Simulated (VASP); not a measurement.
**From VASP inputs to Ansatz: KCl (strained CsCl)**

INCAR

```
LASPH = .TRUE.
ENCUT = 520
ALGO = Normal
ISIF = 2
PREC = Accurate
NSW = 0
EDIFF = 1E-7
LREAL = .FALSE.
IBRION = -1
NELM = 120
ISMEAR = 0
LCHARG = .FALSE.
LWAVE = .FALSE.
NBANDS = 15
SIGMA = 0.01
METAGGA = R2SCAN
```

KPOINTS

```
KPOINTS created by Atomic Simulation Environment
0
Gamma
8 8 8
0 0 0
```

KPOINTS_OPT

```
special points
5
Reciprocal
0.0000000000 0.0000000000 0.0000000000 1
0.0000000000 0.5000000000 0.0000000000 1
0.5000000000 0.5000000000 0.0000000000 1
0.5000000000 0.5000000000 0.5000000000 1
0.0000000000 0.5000000000 0.5000000000 1
```

POSCAR

```
K  Cl
 1.0000000000000000
     3.5652625018999999    0.0000000000000000    0.0000000000000000
     0.0000000000000000    3.5652625018999999    0.0000000000000000
     0.0000000000000000    0.0000000000000000    3.8466665134000002
 K   Cl
   1   1
Cartesian
  0.0000000000000000  0.0000000000000000  0.0000000000000000
  1.7826312509499997  1.7826312509499997  1.9233332567000005
```

VASP ran with the recommended PBE PAW datasets (16 valence electrons in the cell).

**Question.** Translate these files to an Ansatz input.

**Answer.** 

```yaml
crystal:
  lattice:
    - [3.5652625019, 0.0, 0.0]
    - [0.0, 3.5652625019, 0.0]
    - [0.0, 0.0, 3.8466665134]
  atoms:
    - { symbol: K, position: [0.0, 0.0, 0.0] }
    - { symbol: Cl, position: [0.5, 0.5, 0.5] }
kpoints:
  mp_grid: { grid: [8, 8, 8] }
  band_path:
    path:
      - [0.0, 0.0, 0.0]
      - [0.0, 0.5, 0.0]
      - [0.5, 0.5, 0.0]
      - [0.5, 0.5, 0.5]
      - [0.0, 0.5, 0.5]
    npoints: 1
hamiltonian:
  xc: r2scan
scf:
  occupations: { method: fixed }
  n_extra_bands: 4
output:
  forces: true
  stress: true
  eigenvalues: true
```

Other inputs would serve too.

```json
{"": "gap between bands v and c", "VASP": "5.95 eV", "Ansatz": "5.94 eV"}
{"": "least direct gap", "VASP": "6.17 eV", "Ansatz": "6.16 eV"}
{"": "pressure", "VASP": "2.6 GPa", "Ansatz": "2.6 GPa"}
```

Each program uses its own PAW datasets. VASP's cell holds 16 valence electrons and Ansatz's 16. Ansatz's stress includes a Pulay correction; VASP's doesn't.
